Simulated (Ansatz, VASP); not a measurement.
# Sn: VASP beside Ansatz

File INCAR:

```
SYSTEM = Sn
PREC = Accurate
ENCUT = 600
EDIFF = 1E-7
ISMEAR = -1
SIGMA = 0.05
LREAL = .False.
LASPH = .True.
NELM = 80
ALGO = Normal
ISIF = 3
LWAVE = .False.
LCHARG = .False.
GGA = CA
IBRION = 2
NSW = 60
EDIFFG = -0.01
```

KPOINTS

```
regular mesh
0
Gamma
  10 10 10
  0 0 0
```

The input POSCAR:

```
Sn
1.0
   -1.8946518192      1.8946518192      1.8946518192
    1.8946518192     -1.8946518192      1.8946518192
    1.8946518192      1.8946518192     -1.8946518192
Sn
1
Direct
    0.0000000000      0.0000000000      0.0000000000
```

input.yaml

```yaml
crystal:
  lattice:
    - [-1.8946518192, 1.8946518192, 1.8946518192]
    - [1.8946518192, -1.8946518192, 1.8946518192]
    - [1.8946518192, 1.8946518192, -1.8946518192]
  atoms:
    - { symbol: Sn, position: [0.0, 0.0, 0.0] }
hamiltonian:
  xc: lda
  pseudopotentials: { kind: paw }
kpoints:
  mp_grid: { grid: [10, 10, 10] }
scf:
  occupations: { method: fermi_dirac, width: 0.05 }
output:
  forces: true
  stress: true
  eigenvalues: true
  write_density: true
  write_potential: true
  elf: true
  volumetric_format: npy
relax:
  f_tol: 0.01
  max_steps: 40
  cell: { stress_tol: 0.05 }
```

This isn't the form of Sn at room conditions, which is tetragonal (white tin).

Alike in both runs: task relaxation of cell and atoms; functional LDA; k mesh 10 × 10 × 10; occupations fermi-dirac, width 0.05 eV; no spin polarisation.

|  | VASP | Ansatz |
| --- | --- | --- |
| version | VASP 6.6.1 | Ansatz 0.2.0 |
| potentials or method | VASP PAW LDA potentials, release 64 (Sn_d) | Ansatz PAW |
| plane-wave cutoff (eV) | 600 | 420 |
| valence electrons in the cell | 14 | 14 |

Ansatz gave:

* gap on the k mesh at the Fermi level, each at its own relaxed structure (eV): none
* relaxed volume (Å³/atom): 25.33
* relaxed cell length with the largest relative difference (Å): 3.204
* energy change over the relaxation (meV/atom): -22

Problem. Estimate VASP's values.

Solution. gap on the k mesh at the Fermi level, each at its own relaxed structure (eV): none; relaxed volume (Å³/atom): 25.35; relaxed cell length with the largest relative difference (Å): 3.205; energy change over the relaxation (meV/atom): -21.

A gap of «none» marks a metal or a gap that the smearing closes.

Caveats: the plane-wave basis is chosen anew once the cell has moved, so the energies of steps on either side of that aren't comparable (Ansatz); the PAW data sets come from PBE, with cores solved anew for the run's functional, which leaves a small shift of forces and pressure (Ansatz).
